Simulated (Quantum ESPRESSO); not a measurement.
# Al (Fm-3m) in Quantum ESPRESSO: further runs

Aim: see how the results for Al move with the level of theory and the settings. Levels: RPBE+D4, revPBE+D4. Tasks: equation of state.

All numbers are computed with Quantum ESPRESSO 7.5; they aren't measurements. Logs are shortened: lines on timing, memory, paths and dates and some standing lists are left out, and cuts for length are marked.

## 1. The structure

Symmetry: Fm-3m, No. 225, cubic system. The conventional cell has a = 4.050 Å, b = 4.050 Å, c = 4.050 Å, α = 90.00°, β = 90.00°, γ = 90.00°. Al (site symmetry m-3m) has 12 Al at 2.86 Å as nearest neighbours.

## 2. Equation of state, RPBE+D4

run.py reads:

```python
import numpy as np
from ase.calculators.espresso import Espresso, EspressoProfile
from ase import Atoms

atoms = Atoms(['Al'],
              cell=[[0.0, 2.024805, 2.024805], [2.024805, 0.0, 2.024805], [2.024805, 2.024805, 0.0]],
              scaled_positions=[[0.0, 0.0, 0.0]],
              pbc=True)

input_data = {
    'control': {'calculation': 'scf', 'prefix': 'pwscf', 'outdir': './tmp', 'tprnfor': True, 'tstress': True, 'disk_io': 'nowf'},
    'system': {'ecutwfc': 40.0, 'nbnd': 6, 'input_dft': 'rpbe', 'occupations': 'smearing', 'smearing': 'fd', 'degauss': 0.00367493},
    'electrons': {'conv_thr': 2e-10, 'electron_maxstep': 120, 'mixing_beta': 0.5},
}
pseudopotentials = {'Al': 'Al.upf'}
profile = EspressoProfile(command='pw.x', pseudo_dir='pseudo')
dft = Espresso(profile=profile, input_data=input_data, pseudopotentials=pseudopotentials, kpts=(11, 11, 11), koffset=(0, 0, 0))
from ase.calculators.mixing import SumCalculator
from dftd4.ase import DFTD4
d4 = DFTD4(method='rpbe')
atoms.calc = SumCalculator([dft, d4])

from ase.eos import EquationOfState
from ase.units import GPa
cell, v, e = atoms.cell.copy(), [], []
for x in [0.94, 0.96, 0.98, 1.0, 1.02, 1.04, 1.06]:
    atoms.set_cell(cell * x ** (1 / 3), scale_atoms=True)
    v.append(atoms.get_volume() / len(atoms))
    e.append(atoms.get_potential_energy() / len(atoms))
    print(f'V {v[-1]:.6f} A^3/atom  E {e[-1]:.8f} eV/atom')
v0, e0, b0 = EquationOfState(v, e, eos='birchmurnaghan').fit()
print(f'V0 {v0:.5f} A^3/atom  E0 {e0:.6f} eV/atom  B0 {b0 / GPa:.2f} GPa')
```

Potentials or basis: PseudoDojo 0.4.1 SR PBE standard.

Started as:

```console
$ OMP_NUM_THREADS=1 python run.py
```

The log of the run:

```text
<dir> UserWarning: The minimum volume of your fit is not in your volumes.  You may not have a minimum in your dataset!
  warnings.warn(
V 15.606570 A^3/atom  E -63.76222932 eV/atom
V 15.938625 A^3/atom  E -63.75651873 eV/atom
V 16.270679 A^3/atom  E -63.74743285 eV/atom
V 16.602734 A^3/atom  E -63.73534543 eV/atom
V 16.934789 A^3/atom  E -63.72057836 eV/atom
V 17.266843 A^3/atom  E -63.70344170 eV/atom
V 17.598898 A^3/atom  E -63.68423168 eV/atom
V0 15.28834 A^3/atom  E0 -63.764117 eV/atom  B0 94.98 GPa
```

espresso.pwi:

```text
&CONTROL
   calculation      = 'scf'
   tstress          = .true.
   tprnfor          = .true.
   outdir           = './tmp'
   prefix           = 'pwscf'
   disk_io          = 'nowf'
   pseudo_dir       = 'pseudo'
/
&SYSTEM
   nbnd             = 6
   ecutwfc          = 40.0
   occupations      = 'smearing'
   degauss          = 0.00367493
   smearing         = 'fd'
   input_dft        = 'rpbe'
   ntyp             = 1
   nat              = 1
   ibrav            = 0
/
&ELECTRONS
   electron_maxstep = 120
   conv_thr         = 2e-10
   mixing_beta      = 0.5
/
&IONS
/
&CELL
/
&FCP
/
&RISM
/
ATOMIC_SPECIES
Al 26.9815385 Al.upf

K_POINTS automatic
11 11 11  0 0 0

CELL_PARAMETERS angstrom
0.00000000000000 2.06451714090462 2.06451714090462
2.06451714090462 0.00000000000000 2.06451714090462
2.06451714090462 2.06451714090462 0.00000000000000

ATOMIC_POSITIONS angstrom
Al 0.0000000000 0.0000000000 0.0000000000
```

espresso.pwo:

```text
This program is part of the open-source Quantum ESPRESSO suite
     for quantum simulation of materials; please cite
         "P. Giannozzi et al., J. Phys.:Condens. Matter 21 395502 (2009);
         "P. Giannozzi et al., J. Phys.:Condens. Matter 29 465901 (2017);
         "P. Giannozzi et al., J. Chem. Phys. 152 154105 (2020);
     in publications or presentations arising from this work. More details at

Warning: card &CELL ignored
Warning: card &FCP ignored
Warning: card &RISM ignored

     IMPORTANT: XC functional enforced from input :
     Exchange-correlation= RPBE
                           (   1   4  44   4   0   0   0)
     Any further DFT definition will be discarded
     Please, verify this is what you really want

     Message from routine setup:
     using ibrav=0 with symmetry is DISCOURAGED, use correct ibrav instead

     G-vector sticks info
     --------------------
     sticks:   dense  smooth     PW     G-vecs:    dense   smooth      PW
     Sum         337     337    121                 4015     4015     821

     Using Slab Decomposition

     bravais-lattice index     =            0
     lattice parameter (alat)  =       5.5174  a.u.
     unit-cell volume          =     118.7633 (a.u.)^3
     number of atoms/cell      =            1
     number of atomic types    =            1
     number of electrons       =         3.00
     number of Kohn-Sham states=            6
     kinetic-energy cutoff     =      40.0000  Ry
     charge density cutoff     =     160.0000  Ry
     scf convergence threshold =      2.0E-10
     mixing beta               =       0.5000
     number of iterations used =            8  plain     mixing
     Exchange-correlation= RPBE
                           (   1   4  44   4   0   0   0)

     celldm(1)=   5.517373  celldm(2)=   0.000000  celldm(3)=   0.000000
     celldm(4)=   0.000000  celldm(5)=   0.000000  celldm(6)=   0.000000

     crystal axes: (cart. coord. in units of alat)
               a(1) = (   0.000000   0.707107   0.707107 )
               a(2) = (   0.707107   0.000000   0.707107 )
               a(3) = (   0.707107   0.707107   0.000000 )

     reciprocal axes: (cart. coord. in units 2 pi/alat)
               b(1) = ( -0.707107  0.707107  0.707107 )
               b(2) = (  0.707107 -0.707107  0.707107 )
               b(3) = (  0.707107  0.707107 -0.707107 )

     PseudoPot. # 1 for Al read from file:
     Al.upf
     Pseudo is Norm-conserving + core correction, Zval =  3.0
     Generated using ONCVPSP code by D. R. Hamann
     Using radial grid of 1876 points,  6 beta functions with:
                l(1) =   0
                l(2) =   0
                l(3) =   1
                l(4) =   1
                l(5) =   2
                l(6) =   2

     atomic species   valence    mass     pseudopotential
     Al                3.00    26.98154     Al( 1.00)

     48 Sym. Ops., with inversion, found

   Cartesian axes

     site n.     atom                  positions (alat units)
         1        Al     tau(   1) = (   0.0000000   0.0000000   0.0000000  )

     number of k points=    56  Fermi-Dirac smearing, width (Ry)=  0.0037
                       cart. coord. in units 2pi/alat
        k(    1) = (   0.0000000   0.0000000   0.0000000), wk =   0.0015026
        k(    2) = (   0.0642824   0.0642824  -0.0642824), wk =   0.0120210
        k(    3) = (   0.1285649   0.1285649  -0.1285649), wk =   0.0120210
        k(    4) = (   0.1928473   0.1928473  -0.1928473), wk =   0.0120210
        k(    5) = (   0.2571297   0.2571297  -0.2571297), wk =   0.0120210
        k(    6) = (   0.3214122   0.3214122  -0.3214122), wk =   0.0120210
[... 48 lines left out ...]
        k(   55) = (  -0.0642824  -0.4499770   0.7071068), wk =   0.0360631
        k(   56) = (   0.0000000  -0.3856946   0.6428243), wk =   0.0360631

     Dense  grid:     4015 G-vectors     FFT dimensions: (  24,  24,  24)

     Initial potential from superposition of free atoms

     starting charge       2.9976, renormalised to       3.0000
     Starting wfcs are    4 randomized atomic wfcs +    2 random wfcs

     Self-consistent Calculation

     iteration #  1     ecut=    40.00 Ry     beta= 0.50
     Davidson diagonalization with overlap
     ethr =  1.00E-02,  avg # of iterations =  6.2

     Threshold (ethr) on eigenvalues was too large:
     Diagonalizing with lowered threshold

     Davidson diagonalization with overlap
     ethr =  1.94E-04,  avg # of iterations =  3.7

     total energy              =      -4.63541544 Ry
     estimated scf accuracy    <       0.00573411 Ry

     iteration #  2     ecut=    40.00 Ry     beta= 0.50
     Davidson diagonalization with overlap
     ethr =  1.91E-04,  avg # of iterations =  1.1

     total energy              =      -4.63512489 Ry
     estimated scf accuracy    <       0.00129526 Ry

     iteration #  3     ecut=    40.00 Ry     beta= 0.50
     Davidson diagonalization with overlap
     ethr =  4.32E-05,  avg # of iterations =  1.7

     total energy              =      -4.63515620 Ry
     estimated scf accuracy    <       0.00000185 Ry

     iteration #  4     ecut=    40.00 Ry     beta= 0.50
     Davidson diagonalization with overlap
     c_bands:  1 eigenvalues not converged
     c_bands:  1 eigenvalues not converged
     c_bands:  1 eigenvalues not converged
     ethr =  6.15E-08,  avg # of iterations =  5.1

     total energy              =      -4.63515873 Ry
     estimated scf accuracy    <       0.00000002 Ry

     iteration #  5     ecut=    40.00 Ry     beta= 0.50
     Davidson diagonalization with overlap
     ethr =  7.61E-10,  avg # of iterations =  2.3

     total energy              =      -4.63515874 Ry
     estimated scf accuracy    <          6.6E-10 Ry

     iteration #  6     ecut=    40.00 Ry     beta= 0.50
     Davidson diagonalization with overlap
     ethr =  2.21E-11,  avg # of iterations =  2.1

     End of self-consistent calculation

          k = 0.0000 0.0000 0.0000 (   531 PWs)   bands (ev):

    -3.4146  19.5424  19.5424  20.5556  20.5556  20.5556

          k = 0.0643 0.0643-0.0643 (   531 PWs)   bands (ev):

    -3.1995  16.6222  18.8054  18.8054  21.3730  21.6049

          k = 0.1286 0.1286-0.1286 (   519 PWs)   bands (ev):

    -2.5559  13.1004  18.0598  18.0598  21.1934  22.4463
[... 75 lines left out ...]
     1.9447   5.6984  11.7518  15.9324  17.7882  22.1269

          k =-0.0643-0.3214 0.3214 (   510 PWs)   bands (ev):

     0.2023   8.3990  11.6067  17.0981  19.0405  21.9359

          k = 0.0000-0.2571 0.2571 (   509 PWs)   bands (ev):

    -1.1353  11.0144  12.2720  18.6012  20.6062  21.7595

          k = 0.3857 0.0000-0.0000 (   504 PWs)   bands (ev):

    -0.8529  14.1284  14.1284  14.1661  14.2787  17.3349

          k = 0.4500 0.0643-0.0643 (   505 PWs)   bands (ev):

     0.2011  11.2524  12.2755  13.6979  15.0184  18.0757
[... 27 lines left out ...]
     4.0860   7.3104   7.8620  13.1447  14.6760  19.9589

          k =-0.0000-0.5143 0.5143 (   504 PWs)   bands (ev):

     5.4913   5.7037   6.9686  13.7027  15.3645  23.0650

          k = 0.6428-0.0000 0.0000 (   504 PWs)   bands (ev):

     3.5420   6.7852  12.5909  12.6488  12.6488  15.8402

          k =-0.0000-0.6428 0.6428 (   500 PWs)   bands (ev):

     4.6436   5.8310  10.2027  12.7111  13.9384  17.0956

          k = 0.2571 0.1286 0.0000 (   512 PWs)   bands (ev):

    -1.9860  13.1320  14.1903  18.6241  18.8709  20.4447

          k = 0.3214 0.1928-0.0643 (   514 PWs)   bands (ev):

    -0.9233  10.2561  13.3700  16.8545  19.0441  21.8792

          k = 0.3857 0.2571-0.1286 (   515 PWs)   bands (ev):

     0.5522   7.3167  13.2725  15.3970  19.0724  21.2352
[... 19 lines left out ...]
     3.8661   4.6136  10.6991  12.8313  18.7808  22.1077

          k =-0.0643-0.3214 0.4500 (   505 PWs)   bands (ev):

     1.8744   7.0598  10.2943  13.7994  19.7323  21.6242

          k = 0.0000-0.2571 0.3857 (   510 PWs)   bands (ev):

     0.2722   9.4219  10.7245  15.1484  20.9377  20.9967

          k = 0.5143 0.1286 0.0000 (   511 PWs)   bands (ev):

     1.3850  10.4741  10.4880  11.6841  16.3339  18.2387

          k =-0.1286-0.5143 0.6428 (   502 PWs)   bands (ev):

     2.9653   8.1176   9.1084  11.3211  17.0924  20.3060

          k =-0.0643-0.4500 0.5785 (   503 PWs)   bands (ev):

     4.8966   5.6966   8.1569  11.7340  17.6739  23.1842

          k = 0.0000-0.3857 0.5143 (   515 PWs)   bands (ev):

     3.5940   6.7652   8.0598  12.5712  18.5477  24.1326

          k =-0.0643-0.5785 0.7071 (   496 PWs)   bands (ev):

     3.8142   7.0574   9.9570  11.1575  15.8110  17.7576

          k =-0.0000-0.5143 0.6428 (   495 PWs)   bands (ev):

     5.1734   6.3848   7.8704  11.0569  16.8354  20.0763
[... 7 lines left out ...]
     4.0611   6.2526   9.4663  10.2145  20.8359  21.7197

          k =-0.0643-0.4500 0.7071 (   501 PWs)   bands (ev):

     4.6285   7.8284   7.8541   9.1717  19.5104  20.9611

          k = 0.0000-0.3857 0.6428 (   507 PWs)   bands (ev):

     5.9744   6.2344   7.5005   9.2580  20.6518  23.2867

     the Fermi energy is     7.3023 ev

!    total energy              =      -4.63515874 Ry
     estimated scf accuracy    <          8.1E-11 Ry
     smearing contrib. (-TS)   =      -0.00030343 Ry
     internal energy E=F+TS    =      -4.63485531 Ry

     The total energy is F=E-TS. E is the sum of the following terms:
     one-electron contribution =       2.78047262 Ry
     hartree contribution      =       0.00694617 Ry
     xc contribution           =      -2.13390895 Ry
     ewald contribution        =      -5.28836515 Ry

     convergence has been achieved in   6 iterations

     Forces acting on atoms (cartesian axes, Ry/au):

     atom    1 type  1   force =     0.00000000    0.00000000    0.00000000

     Total force =     0.000000     Total SCF correction =     0.000000

     Computing stress (Cartesian axis) and pressure

          total   stress  (Ry/bohr**3)                   (kbar)     P=      -44.52
  -0.00030262  -0.00000000   0.00000000          -44.52       -0.00        0.00
  -0.00000000  -0.00030262   0.00000000           -0.00      -44.52        0.00
   0.00000000   0.00000000  -0.00030262            0.00        0.00      -44.52

=------------------------------------------------------------------------------=
   JOB DONE.
=------------------------------------------------------------------------------=
```

Wall time 24 s (1 thread of Arm Neoverse V1, shared host); peak memory 0.08 GiB.

Results:

```
Equilibrium volume : 15.29 Å³/atom (rough: see the caveat)
Bulk modulus       : 95 GPa (rough)
```

Energy against volume, from the lowest point:
| volume (Å³/atom) | energy (meV/atom) |
| --- | --- |
| 15.607 | 0.00 |
| 15.939 | 5.71 |
| 16.271 | 14.80 |
| 16.603 | 26.88 |
| 16.935 | 41.65 |
| 17.267 | 58.79 |
| 17.599 | 78.00 |

Caveat: the potentials were made for another functional, which shifts forces and pressure; the minimum lies outside the volumes run.

[end of part 1 of 2]
